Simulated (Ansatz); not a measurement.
Structure: PbF2 built on the fluorite prototype, at its r2SCAN minimum. Space group Fm-3m (No. 225), cubic; conventional cell a = 5.921 Å, 17.30 Å³ an atom. Pb is surrounded by 8 F at 2.56 Å; F is surrounded by 4 Pb at 2.56 Å.

```xyz
3
Lattice="0.0000 2.9604 2.9604 2.9604 0.0000 2.9604 2.9604 2.9604 0.0000" Properties=species:S:1:pos:R:3 pbc="T T T"
Pb    0.0000    0.0000    0.0000
F     1.4802    1.4802    1.4802
F     4.4407    4.4407    4.4407
```

The questions ask for values computed with the PAW code Ansatz on this geometry. Calculated for a static, non-magnetic cell.

Given (8×8×8 mesh): With r2SCAN the valence top lies at W and the conduction bottom at X, 4.93 eV higher; the smallest vertical gap, at X, is 5.07 eV.

Question: What does PBE give for the gap (8×8×8 mesh)?

Answer: With PBE the valence top lies at W and the conduction bottom at X, 4.42 eV higher; the smallest vertical gap, at X, is 4.56 eV. The gap differs by -0.51 eV from r2SCAN's.

Question: Estimate the gap with HSE06 on 6×6×6.

Answer: The HSE06 gap is indirect, 5.73 eV (W to X), below the direct gap of 5.86 eV at X. The gap differs by +0.80 eV from r2SCAN's.

Question: Estimate the gap with HSE06+SOC on 4×4×4.

Answer: With HSE06+SOC the valence top lies at W and the conduction bottom at X, 5.34 eV higher; the smallest vertical gap, at X, is 5.47 eV. The gap differs by +0.41 eV from r2SCAN's.

Question: How does the gap change from r2SCAN to PBE0 (6×6×6)?

Answer: The PBE0 gap is indirect, 6.45 eV (W to X), below the direct gap of 6.59 eV at X. The gap differs by +1.52 eV from r2SCAN's.

Question: What does G0W0@PBE with 384 empty bands, a screening cutoff of 220 eV and a 4×4×4 mesh give?

Answer: 6.49 eV (PBE's gap over the path plus the quasiparticle shift read on the mesh). Over the mesh points the PBE gap of 4.42 eV becomes a quasiparticle gap of 6.49 eV (L to X), a change of +2.07 eV. Renormalisation factors Z lie between 0.72 and 0.84. No extrapolation in bands, cutoff or mesh was made for G0W0.

Question: How strongly does the crystal screen a field with clamped ions (PBE)?

Answer: ε∞: 3.33 in all directions. Born charges, averaged over directions: Pb +3.20, F -1.60 e.

Only the levels marked +SOC include spin-orbit coupling.

The meshes of the hybrids are coarse, so their gaps aren't converged to the digits shown.
